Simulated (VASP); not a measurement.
A run of VASP 6.6.1 is set up as follows.

File INCAR:

```
SYSTEM = CdTe
ALGO = Normal
EDIFF = 1E-6
ENCUT = 500
GGA = PE
GGA_COMPAT = .False.
ISIF = 2
ISMEAR = 0
LASPH = .True.
LCHARG = .False.
LREAL = .False.
LWAVE = .False.
NBANDS = 16
NELM = 120
PREC = Accurate
SIGMA = 0.01
```

KPOINTS

```
k-points
0
Gamma
  5 5 5
  0 0 0
```

POSCAR

```
CdTe
1.0
    0.0000000000      3.2471758892      3.2471758892
    3.2471758892      0.0000000000      3.2471758892
    3.2471758892      3.2471758892      0.0000000000
Cd Te
1 1
Direct
    0.0000000000      0.0000000000      0.0000000000
    0.2500000000      0.2500000000      0.2500000000
```

Potentials or basis: VASP PAW PBE potentials, release 64 (Cd, Te).

Launch:

```bash
$ cat potpaw_PBE.64/Cd/POTCAR potpaw_PBE.64/Te/POTCAR > POTCAR
$ mpirun -np 1 vasp_std > vasp.out
```

(1) What does it give for the pressure?

(2) What does it give for the band gap on the k mesh?

Answers

(1) 2.5 GPa.

(2) 0.75 eV, direct.

Caveat: spin-orbit coupling is left out, which moves the levels of the heavy elements.

**Experimental background.**

A printed reference work, data compilation reports, for a bulk crystal of CdTe at 0 K: band gap 1.607 eV.

Measured gap of CdTe: 1.607 eV (0 K; a printed reference work, data compilation). This calculation gives 0.75 eV (-0.86 eV). Spin-orbit coupling on Cd, Te is left out. The value is that of PBE, without temperature or zero-point motion. Semilocal functionals fall short of measured gaps as a rule.
